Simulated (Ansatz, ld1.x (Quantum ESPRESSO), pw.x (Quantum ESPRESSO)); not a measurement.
## Pt (Z = 78): one change to the TM potential, in the atom and in the bcc crystal

ld1.x (Quantum ESPRESSO) 7.5 input, shortened:

```
&input
   title='Pt', zed=78., rel=1, dft='PBE', iswitch=3,
   config='[Xe] 4f14 5d9 5f-2 6s1 6p0'
 /
 &inputp
   pseudotype=2, tm=.true., lloc=0,
   nlcc=.true., rcore=1.25
 /
4
6P  2  1   0.00   0.00  3.50  3.50  0.0
5D  3  2   9.00   0.00  1.55  1.55  0.0
5F  4  3  -2.00  -0.10  3.65  3.65  0.0
6S  1  0   1.00   0.00  1.75  1.75  0.0
 &test
   configts(1)='5d9 6s1 6p0'
 /
```

Change: wave 6p (bound): rc 3.50 bohr becomes 6p (bound): rc 4.90 bohr.

Cutoffs, loose and tight: the cutoffs (Ry, on a coarse ladder) from which the occupation-weighted sum of valence levels, in a spherical-Bessel basis at the reference potential, stays within 10 and 1 mRy of its value at 400 Ry. They do not see the model core or the augmentation charge, which bear on the density cutoff. Test errors are all-electron minus pseudo excitation energies from the reference, over the configurations 5d9 6s0 6p0; 5d8 6s0 6p0; 5d7 6s0 6p0; 5d10 6s0 6p0; 5d9.5 6s0.5 6p0; 5d9 6s0.5 6p0; 5d8 6s2 6p0; variants that change the core or the reference have their own tests.

Crystal test: bcc Pt in pw.x 7.5, no spin, 15³ k-points, Fermi–Dirac smearing 0.01 Ry, cutoffs set for each file from its atomic test. The reference is all-electron LAPW (Ansatz 0.2.0) with the same functional, mesh and smearing; V0 and B0 come from Birch–Murnaghan fits to the pressures at five volumes. Errors are pseudo minus all-electron; Δ is the rms difference of the E(V) curves that follow from these fits, minima aligned, over ±6 % about the mean V0. Mesh and smearing are coarse, so the numbers serve the comparison and aren't converged zero-temperature values; the lattice is a test structure that the element need not adopt.

All-electron: a0 = 3.165 Å (V0 = 15.85 Å³/atom), B0 = 235.3 GPa.

**Question.** Does the change bring the crystal closer to the all-electron result?

**Answer.** The mean pressure error goes from +0.49 to +11.25 GPa, so the change moves the solid further from the all-electron pressures. At 80 % of its cutoff the pressure of the base moves by -0.90 GPa.

| quantity | base | changed |
| --- | --- | --- |
| outcome (atom) | generated | generated |
| cutoff, loose (atom) | 40 Ry | 40 Ry |
| cutoff, tight (atom) | 70 Ry | 70 Ry |
| bound ghosts (atom) | none | none |
| largest test error (meV) (atom) | -337 | -66 over the solved tests; 1 of 7 tests not solved or not reliable |
| cutoffs in pw.x (Ry) | 85/340 | 85/340 |
| a0 (Å) | 3.167 | 3.210 |
| a0 error (%) | +0.07 | +1.44 |
| B0 error (%) | -2.1 | -2.1 |
| Δ (meV/atom) | 1.7 | 35.8 |
| mean pressure error (GPa) | +0.49 | +11.25 |

Base: The largest radius (3.65 bohr) exceeds half the bond length (2.59 bohr), so the spheres overlap, which is one possible source of error among others. Changed file: The largest radius (4.90 bohr) exceeds half the bond length (2.59 bohr), so the spheres overlap, which is one possible source of error among others. This is a poor potential for the solid. Atomic configuration tests: 1 of 7 tests not solved or not reliable. The atomic cutoffs weigh occupied waves only.
